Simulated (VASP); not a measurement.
The system is Bi.

```
Bi
1.0
     2.26750    1.30914    3.93800
    -2.26750    1.30914    3.93800
     0.00000   -2.61828    3.93800
Bi
2
Direct
  0.76600 0.76600 0.76600
  0.23400 0.23400 0.23400
```

- Program: VASP 6.6.1
- Task: single point
- Functional: PBEsol
- Potentials or basis: VASP PAW PBE potentials, release 64 (Bi_d)
- Cutoff: 520 eV
- k mesh: 7 × 7 × 7
- Occupations: fermi-dirac, width 0.05 eV
- Spin: no spin polarisation

On this cell: pressure -0.4 GPa; largest force 0.135 eV/Å; band gap on the k mesh 0.26 eV, indirect (least direct gap 0.52 eV).

The same run follows on a disturbed copy (atoms moved at random, drawn with an rms of 0.05 Å):

```
Bi
1.0
     2.26750    1.30914    3.93800
    -2.26750    1.30914    3.93800
     0.00000   -2.61828    3.93800
Bi
2
Cartesian
  -0.0313 0.0662 9.1076
  -0.0144 0.0082 2.7686
```

Task: What changes?

Result: The energy moves by +9.6 meV/atom; pressure 0.2 GPa; largest force 0.442 eV/Å; band gap on the k mesh 0.23 eV, indirect (least direct gap 0.51 eV).

Forces on the atoms (eV/Å):
```
Bi   0.043 -0.182 -0.401
Bi  -0.043  0.182  0.401
```

Stress tensor (GPa, compression positive):
```
-0.25  0.12 -0.23
 0.12  0.75  0.89
-0.23  0.89  0.20
```

Caveats: the PAW data sets were made with another functional, which shifts forces and pressure a little; spin-orbit coupling is left out, which as a rule narrows the gap of such compounds by several tenths of an eV; an odd mesh through Γ misses points on the zone boundary, where band edges often lie.
